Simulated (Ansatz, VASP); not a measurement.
## One calculation of La3B2, two programs

INCAR

```
SYSTEM = La3B2
PREC     = Accurate       ! precision mode
ENCUT    = 600            ! plane-wave cutoff, eV
EDIFF    = 1E-6           ! SCF threshold, eV
ISMEAR   = 0              ! smearing method
SIGMA    = 0.1            ! smearing width, eV
LREAL    = .False.        ! projectors in reciprocal space
LASPH    = .True.         ! aspherical terms in the spheres
NELM     = 100            ! most SCF steps
ALGO     = Normal         ! electronic algorithm
ISIF     = 3              ! what is computed and relaxed
LWAVE    = .False.        ! write WAVECAR
LCHARG   = .False.        ! write CHGCAR
GGA      = PE             ! functional
IBRION   = 2              ! ionic algorithm
NSW      = 100            ! ionic steps
EDIFFG   = -0.01          ! ionic threshold
```

File KPOINTS:

```
Automatic mesh
0
Gamma
  8 8 8
  0 0 0
```

POSCAR

```
La3B2
1.0
    5.1533609109      0.0000000000      0.0000000000
    0.0000000000      5.1533609109      0.0000000000
    0.0000000000      0.0000000000      5.1533609109
La B
3 2
Direct
    0.0000000000      0.5000000000      0.5000000000
    0.5000000000      0.0000000000      0.5000000000
    0.5000000000      0.5000000000      0.0000000000
    0.5000000000      0.5000000000      0.5000000000
    0.0000000000      0.0000000000      0.0000000000
```

Input for Ansatz:

```yaml
crystal:
  lattice:
    - [5.1533609109, 0.0, 0.0]
    - [0.0, 5.1533609109, 0.0]
    - [0.0, 0.0, 5.1533609109]
  atoms:
    - { symbol: La, position: [0.0, 0.5, 0.5] }
    - { symbol: La, position: [0.5, 0.0, 0.5] }
    - { symbol: La, position: [0.5, 0.5, 0.0] }
    - { symbol: B, position: [0.5, 0.5, 0.5] }
    - { symbol: B, position: [0.0, 0.0, 0.0] }
basis:
  ecutwfc: 420
kpoints:
  mp_grid: { grid: [8, 8, 8] }
hamiltonian:
  xc: pbe
scf:
  occupations: { method: gaussian, width: 0.1 }
output:
  forces: true
  stress: true
  eigenvalues: true
relax:
  adjacent_minimum: "off"
  f_tol: 0.01
  max_steps: 80
  cell: { stress_tol: 0.05 }
```

Alike in both runs: task relaxation of cell and atoms; functional PBE; k mesh 8 × 8 × 8; occupations gaussian, width 0.1 eV; no spin polarisation.

|  | VASP | Ansatz |
| --- | --- | --- |
| version | VASP 6.6.1 | Ansatz 0.2.0 |
| potentials or method | VASP PAW PBE potentials, release 64 (La, B) | scalar-relativistic, plane waves, PAW |
| plane-wave cutoff (eV) | 600 | 420 |
| valence electrons in the cell | 39 | 39 |

|  | VASP | Ansatz | Ansatz less VASP |
| --- | --- | --- | --- |
| gap on the k mesh at the Fermi level, each at its own relaxed structure (eV) | none | none | - |
| relaxed volume (Å³/atom) | 27.37 | 27.37 | 0.000 |
| relaxed cell length with the largest relative difference (Å) | 5.153 | 5.153 | 0.0000 |

A gap of «none» marks a metal or a gap that the smearing closes.

Caveats: the relaxation stopped at its first step, so nothing moved. The runs have no spin-orbit coupling, so splittings on La are missing.
